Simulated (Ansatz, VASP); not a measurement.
# Cross-check of TiO2 between VASP and Ansatz, part 2 of 2

Wanted: the spread between two codes on one cell, functional and k mesh. The cell is taken from a series of runs on this material, whose earlier steps may have relaxed, scaled, displaced or heated it; both programs get it as it stands.

VASP 6.6.1 and Ansatz 0.2.0.

So far: The starting structure; Ansatz: single point, HSE06.

**3. VASP: single point, HSE06**

Level of this step: HSE06, no spin polarisation; plane waves and PAW (Ti_sv, O) (VASP).

The same cell, functional and mesh now go to VASP, with its own data sets.

Lines of VASP's logs that name or quote its potential files are left out, and so is its time.

The run reads the wave functions of an earlier VASP run, which isn't shown here.

Contents of INCAR:

```
SYSTEM = TiO2
PREC = Accurate
ENCUT = 520
EDIFF = 1E-06
NELM = 100
ISMEAR = 0
SIGMA = 0.01
LREAL = .FALSE.
ALGO = Normal
LHFCALC = .TRUE.
AEXX = 0.25
GGA = PE
HFSCREEN = 0.208
LASPH = .TRUE.
NBANDS = 60
PRECFOCK = Fast
LORBIT = 11
LWAVE = .FALSE.
LCHARG = .FALSE.
KPAR = 4
NCORE = 4
ISIF = 2
```

Contents of POSCAR:

```
TiO2
1.0
    4.6817100365      0.0000000000      0.0000000000
    0.0000000000      5.6852080232      0.0000000000
    0.0000000000      0.0000000000      5.0564727658
Ti O
4 8
Direct
    0.5000000000      0.6796976742      0.7500000000
    0.0000000000      0.8203023258      0.2500000000
    0.5000000000      0.3203023258      0.2500000000
    0.0000000000      0.1796976742      0.7500000000
    0.7256580877      0.6292590139      0.0816605132
    0.2256580877      0.8707409861      0.9183394868
    0.7743419123      0.8707409861      0.5816605132
    0.2743419123      0.6292590139      0.4183394868
    0.7256580877      0.3707409861      0.5816605132
    0.2256580877      0.1292590139      0.4183394868
    0.7743419123      0.1292590139      0.0816605132
    0.2743419123      0.3707409861      0.9183394868
```

Contents of KPOINTS:

```
Automatic mesh
0
Gamma
4 2 4
0 0 0
```

The projector-augmented-wave data sets are Ti_sv and O (PBE family, release 64).

Run with:

```bash
$ mpirun -np 16 vasp_std
```

Numbers of over 12 decimals in the logs are rounded to 6 here.

Log:

```text
[banner, memory and clock lines left out]
running   16 mpi-ranks, on    1 nodes
 distrk:  each k-point on    4 cores,    4 groups
 distr:  one band on    4 cores,    1 groups

 POSCAR found type information on POSCAR TiO
 POSCAR found :  2 types and      12 ions
 LDA part: xc-table for (Slater+PW92), standard interpolation
 found WAVECAR, reading the header
 POSCAR, INCAR and KPOINTS ok, starting setup
 FFT: planning ... GRIDC
 FFT: planning ... GRID_SOFT
 FFT: planning ... GRID
 reading WAVECAR
 the WAVECAR file was read successfully
 initial charge from wavefunction
 entering main loop
       N       E                     dE             d eps       ncg     rms          rms(c)
DAV:   1    -0.132299553969E+03   -0.13230E+03   -0.62866E+00  2312   0.160E+01    0.624E+00
DAV:   2    -0.131642265585E+03    0.65729E+00   -0.19194E+00  2740   0.129E+01    0.180E+00
DAV:   3    -0.131731823083E+03   -0.89557E-01   -0.52442E-01  3060   0.381E+00    0.173E+00
DAV:   4    -0.131700099639E+03    0.31723E-01   -0.14641E-01  2916   0.267E+00    0.565E-01
DAV:   5    -0.131707445779E+03   -0.73461E-02   -0.20456E-02  2472   0.611E-01    0.367E-01
DAV:   6    -0.131705645030E+03    0.18007E-02   -0.56504E-03  2900   0.549E-01    0.187E-01
DAV:   7    -0.131706131220E+03   -0.48619E-03   -0.11277E-03  2616   0.169E-01    0.145E-01
DAV:   8    -0.131706082443E+03    0.48777E-04   -0.44815E-04  2952   0.173E-01    0.680E-02
DAV:   9    -0.131706128361E+03   -0.45918E-04   -0.58123E-05  2384   0.452E-02    0.400E-02
DAV:  10    -0.131706134867E+03   -0.65057E-05   -0.20050E-05  2792   0.306E-02    0.250E-02
DAV:  11    -0.131706141980E+03   -0.71138E-05   -0.55380E-06  2240   0.145E-02    0.163E-02
DAV:  12    -0.131706144707E+03   -0.27263E-05   -0.15230E-06  1520   0.111E-02    0.964E-03
DAV:  13    -0.131706146190E+03   -0.14836E-05   -0.10350E-06  1400   0.698E-03    0.583E-03
DAV:  14    -0.131706146985E+03   -0.79525E-06   -0.42773E-07  1344   0.446E-03
   1 F= -.13170615E+03 E0= -.13170615E+03  d E =-.256287E-76
```

Parts of OUTCAR (step 3):

```text
ion  position               nearest neighbor table
   1  0.500  0.680  0.750-   6 1.89   7 1.89   5 2.00   8 2.00   9 2.22  12 2.22
   2  0.000  0.820  0.250-   5 1.89   8 1.89   7 2.00   6 2.00  10 2.22  11 2.22
   3  0.500  0.320  0.250-  10 1.89  11 1.89   9 2.00  12 2.00   5 2.22   8 2.22
   4  0.000  0.180  0.750-   9 1.89  12 1.89  11 2.00  10 2.00   6 2.22   7 2.22
   5  0.726  0.629  0.082-   2 1.89   1 2.00   3 2.22
   6  0.226  0.871  0.918-   1 1.89   2 2.00   4 2.22
   7  0.774  0.871  0.582-   1 1.89   2 2.00   4 2.22
   8  0.274  0.629  0.418-   2 1.89   1 2.00   3 2.22
   9  0.726  0.371  0.582-   4 1.89   3 2.00   1 2.22
  10  0.226  0.129  0.418-   3 1.89   4 2.00   2 2.22
  11  0.774  0.129  0.082-   3 1.89   4 2.00   2 2.22
  12  0.274  0.371  0.918-   4 1.89   3 2.00   1 2.22

  LATTYP: Found a simple orthorhombic cell.
 ALAT       =     4.6817100365
 B/A-ratio  =     1.0800482572
 C/A-ratio  =     1.2143443269

 Subroutine GETGRP returns: Found  8 space group operations
 (whereof  2 operations were pure point group operations)

The static configuration has the point symmetry S_2 .
 The point group associated with its full space group is D_2h.

 Found     18 irreducible k-points:

   k-points           NKPTS =     18   k-points in BZ     NKDIM =     32   number of bands    NBANDS=     60

   dimension x,y,z NGX =    36 NGY =   42 NGZ =   40
   dimension x,y,z NGXF=    72 NGYF=   84 NGZF=   80

   ENCUT  =  520.0 eV  38.22 Ry    6.18 a.u.   8.70 10.57  9.40*2*pi/ulx,y,z

   NELECT =      96.0000    total number of electrons

 k-points in reciprocal lattice and weights: Automatic mesh
   0.00000000  0.00000000  0.00000000       0.031
   0.25000000  0.00000000  0.00000000       0.062
   0.50000000  0.00000000  0.00000000       0.031
   0.00000000  0.50000000  0.00000000       0.031
   0.25000000  0.50000000  0.00000000       0.062
   0.50000000  0.50000000  0.00000000       0.031
   0.00000000  0.00000000  0.25000000       0.062
   0.25000000  0.00000000  0.25000000       0.125
   0.50000000  0.00000000  0.25000000       0.062
[...]
0.25000000  0.50000000  0.50000000       0.062
   0.50000000  0.50000000  0.50000000       0.031

  exchange ACFDT corr.  =         0.00000000  see jH, gK, PRB 81, 115126

 average (electrostatic) potential at core
       1 -72.3552       2 -72.3552       3 -72.3552       4 -72.3552       5 -63.6296
       6 -63.6296       7 -63.6296       8 -63.6296       9 -63.6296      10 -63.6296
      11 -63.6296      12 -63.6296

 E-fermi :   2.9883

 k-point     1 :       0.0000    0.0000    0.0000
  band No.  band energies     occupation
    ...
     44       1.9487      2.00000
     45       2.1428      2.00000
     46       2.3875      2.00000
     47       2.7226      2.00000
     48       2.8587      2.00000
     49       6.7236      0.00000
     50       6.7354      0.00000
     51       6.8863      0.00000
     52       6.9194      0.00000
     53       7.2630      0.00000
    ...

 k-point     2 :       0.2500    0.0000    0.0000
  band No.  band energies     occupation
    ...
     44       1.8905      2.00000
     45       1.9188      2.00000
     46       2.3179      2.00000
     47       2.4067      2.00000
     48       2.6317      2.00000
     49       6.8501      0.00000
     50       6.9275      0.00000
     51       6.9564      0.00000
     52       7.2394      0.00000
     53       7.3122      0.00000
    ...

 k-point     3 :       0.5000    0.0000    0.0000
  band No.  band energies     occupation
    ...
     44       1.7811      2.00000
     45       2.1223      2.00000
     46       2.1223      2.00000
     47       2.5359      2.00000
     48       2.5359      2.00000
     49       7.0333      0.00000
     50       7.0333      0.00000
     51       7.3850      0.00000
     52       7.3850      0.00000
     53       7.6947      0.00000
    ...

  Total      -16.1969496    -13.4370683    -17.3041362      0.0000000      0.0000000      0.0000000
  in kB     -192.8169768   -159.9619025   -205.9975054      0.0000000      0.0000000      0.0000000
  external PRESSURE =    -186.2587949 kB  Pullay stress =       0.0000000 kB

  energy-cutoff  :      520.00
  volume of cell :      134.59
      direct lattice vectors                 reciprocal lattice vectors
     4.681710037  0.000000000  0.000000000     0.213597167  0.000000000  0.000000000
     0.000000000  5.685208023  0.000000000     0.000000000  0.175895059  0.000000000
     0.000000000  0.000000000  5.056472766     0.000000000  0.000000000  0.197766318

 POSITION                                       TOTAL-FORCE (eV/Angst)
 -----------------------------------------------------------------------------------
      2.34086      3.86422      3.79235         0.000000      0.034996     -0.000000
      0.00000      4.66359      1.26412         0.000000     -0.034996     -0.000000
      2.34086      1.82099      1.26412         0.000000     -0.034996      0.000000
      0.00000      1.02162      3.79235        -0.000000      0.034996      0.000000
      3.39732      3.57747      0.41291         0.038131     -0.057518     -0.003143
      1.05647      4.95034      4.64356         0.038131      0.057518      0.003143
      3.62524      4.95034      2.94115        -0.038131      0.057518     -0.003143
      1.28439      3.57747      2.11532        -0.038131     -0.057518      0.003143
      3.39732      2.10774      2.94115         0.038131      0.057518     -0.003143
      1.05647      0.73486      2.11532         0.038131     -0.057518      0.003143
      3.62524      0.73486      0.41291        -0.038131     -0.057518     -0.003143
      1.28439      2.10774      4.64356        -0.038131      0.057518      0.003143
 -----------------------------------------------------------------------------------
    total drift:                               -0.000001     -0.000000     -0.000000

  FREE ENERGIE OF THE ION-ELECTRON SYSTEM (eV)
  ---------------------------------------------------
  free  energy   TOTEN  =      -131.7061469854 eV

  energy  without entropy=     -131.7061469854  energy(sigma->0) =     -131.70614699

 total charge
# of ion       s       p       d       tot
------------------------------------------
    1        2.209   6.256   1.543  10.008
    2        2.209   6.256   1.543  10.008
    3        2.209   6.256   1.543  10.008
    4        2.209   6.256   1.543  10.008
    5        1.571   3.501   0.000   5.072
    6        1.571   3.501   0.000   5.072
    7        1.571   3.501   0.000   5.072
    8        1.571   3.501   0.000   5.072
    9        1.571   3.501   0.000   5.072
   10        1.571   3.501   0.000   5.072
   11        1.571   3.501   0.000   5.072
   12        1.571   3.501   0.000   5.072
--------------------------------------------------
tot         21.404  53.031   6.173  80.608

[... 3 further parts left out ...]
```

The run ends at a pressure of -18.63 GPa, with forces up to 0.069 eV/Å.

**4. Differences**

Known differences besides the potentials themselves: exact exchange at q = 0 is treated differently, which shows on coarse meshes; VASP keeps PBE cores, Ansatz makes them for the functional; fixed occupations in Ansatz, narrow Gaussian smearing in VASP; the cutoff is 420 eV in Ansatz and 520 eV in VASP; VASP takes a coarser grid for exact exchange (PRECFOCK = Fast). Total energies have different zeros and are not compared.

Compared:

| quantity | Ansatz | VASP | difference |
| --- | --- | --- | --- |
| gap on the k mesh (eV) | 3.835 | 3.809 | +0.026 |

A gap on the mesh is an upper bound, since the band edges may lie between its points.

**5. Outcome**

```json
{
 "difference in gap on the k mesh (single point, HSE06)": "0.026 eV"
}
```

**Reading.** The difference in gap on the k mesh is 0.026 eV (single point, HSE06), within the 0.08 eV picked in this series as the mark of a large difference. How closely two codes agree says nothing of how well the functional describes the real material.

[Lines on the potential files, build, host, timing and source positions are cut from VASP's logs without a mark.]

[Logs are printed without paths, hosts, clocks, repeated set-up lines and the standing remarks that a program may print on its own settings, such as how far it seeks lower states.]

[Hosts, paths, dates, database ids (printed as entryN), source tags and the programs' standing remarks are cut or masked in the printed files.]
